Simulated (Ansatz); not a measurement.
# InP: stationary points along a deformation path

Theory: DFT PBE, scalar-relativistic, plane waves, PAW (Ansatz 0.2.0). Cutoff 420 eV, Γ-centred 20×20×20 k-points, Gaussian smearing of 0.15 eV. No spin polarisation. Energies are free energies at this smearing, counted from the undisturbed cell; pressure is positive in compression.

The undisturbed cell (relaxed at this level; this rock-salt form isn't the usual structure):

```
In P
1.0
     0.00000    2.77016    2.77016
     2.77016    0.00000    2.77016
     2.77016    2.77016    0.00000
In P
1 1
Direct
  0.00000 0.00000 0.00000
  0.50000 0.50000 0.50000
```

At fixed volume and fractional coordinates, lengths along (0.000, 0.000, 1.000) are scaled against those across it; ρ is that ratio over its starting value. V = 21.258 Å³/atom. Δσ is the stress along the axis less the mean stress across it (compression positive).

```csv
ρ,ΔE (meV/atom),Δσ (GPa),space group
0.650,1580.4,107.06,I4/mmm
0.707,912.6,73.77,I4/mmm
0.780,409.3,43.53,I4/mmm
0.850,156.0,24.08,I4/mmm
0.920,37.0,10.63,I4/mmm
0.960,8.2,4.74,I4/mmm
1.000,0.0,0.00,Fm-3m
1.050,10.5,-4.68,I4/mmm
1.100,37.3,-8.30,I4/mmm
1.200,126.5,-14.93,I4/mmm
1.300,254.4,-21.14,I4/mmm
1.414,439.9,-29.36,I4/mmm
1.500,612.3,-36.92,I4/mmm
```

Q: How does the stress give the slope of the energy, and where is the energy stationary?

A: Along the path d ln(length) is 2/3 d ln ρ on the axis and −1/3 d ln ρ across it, so dE/d ln ρ = −(2/3) V Δσ: the energy falls with ρ where Δσ is positive. Δσ vanishes or changes sign at ρ = 1.000 (Fm-3m), a minimum at 0.0 meV/atom. Pairs of stationary points between two samples would go unseen, and could change a minimum read from distant neighbours into a maximum. At ρ = 1.000 the cell is cubic, where symmetry alone makes the stress isotropic and the slope zero.

Q: Which shear constant sets the curvature at ρ = 1?

A: For a cubic crystal E/V = (2/3) C (ln ρ)² with C = C′ = (C11 − C12)/2, so Δσ = −2C ln ρ. The parabola of Δσ against ln ρ through ρ = 0.960, 1 and 1.050 gives C ≈ 53 GPa with the ions clamped, rough because the steps are large.

Q: Integrate that slope from ρ = 1 to 1.200 by the trapezoid rule.

A: With V/N in Å³ and 1 eV/Å³ = 160.2 GPa the slopes at ρ = 1.000, 1.050, 1.100, 1.200 are 0, 414, 734, 1321 meV/atom per unit of ln ρ. The steps add 10.1 + 26.7 + 89.4 = 126.2 meV/atom, against 126.5 from the energies; the trapezoid rule misses the curvature of the slope within each step.

In a metal these slopes depend on the k mesh and the smearing.

Cost: 13 runs of about 4.3 core-minutes in all, on Arm Neoverse V1 (shared hosts).